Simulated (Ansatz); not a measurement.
This Sb structure is the end of a relaxation. The cell was found from a structure generator's guess, not taken from experiment.

Computed with Ansatz, DFT PBE, scalar-relativistic, plane waves, PAW. Cutoff 420 eV, Γ-centred mesh, Gaussian smearing, no spin polarisation.

```xyz
4
Lattice="4.2524 0.0000 0.0000 -2.1262 3.6827 0.0000 0.0000 0.0000 9.7058" Properties=species:S:1:pos:R:3 pbc="T T T"
Sb    0.0000    0.0000    7.6599
Sb    0.0000    0.0000    2.0459
Sb    0.0000    2.4551    6.0854
Sb    2.1262    1.2276    3.6204
```

Energies count from the standard state of Sb at the same level.

Task: What space group does it have?

Result: P-3m1 (No. 164). Conventional cell: a = 4.252 Å, c = 9.706 Å. Around Sb on its first site lie 3 Sb at 2.92 Å; Sb on its second site is surrounded by 3 Sb at 2.92 Å and 3 Sb at 3.48 Å.

Task: How far does it lie from the standard state of Sb?

Result: +0.05 eV/atom. It lies above the standard state, so it could only be metastable.

Task: Is it a metal?

Result: There is no gap on the 12×12×6 mesh, but valence and conduction bands overlap by only 0.30 eV, so at this level it is a semimetal.

The last run used a 12×12×6 mesh (in the run's order of axes) for its 4-atom cell and Gaussian smearing of 0.10 eV. No dispersion correction is applied, so the spacing and binding between layers, chains or molecules are poorly described. Spin–orbit coupling, which can matter for Sb, is left out. The zero gap may come from the functional, which often closes small gaps, or the cell may be a true semimetal. A structure relaxed within its symmetry needn't be a true minimum.
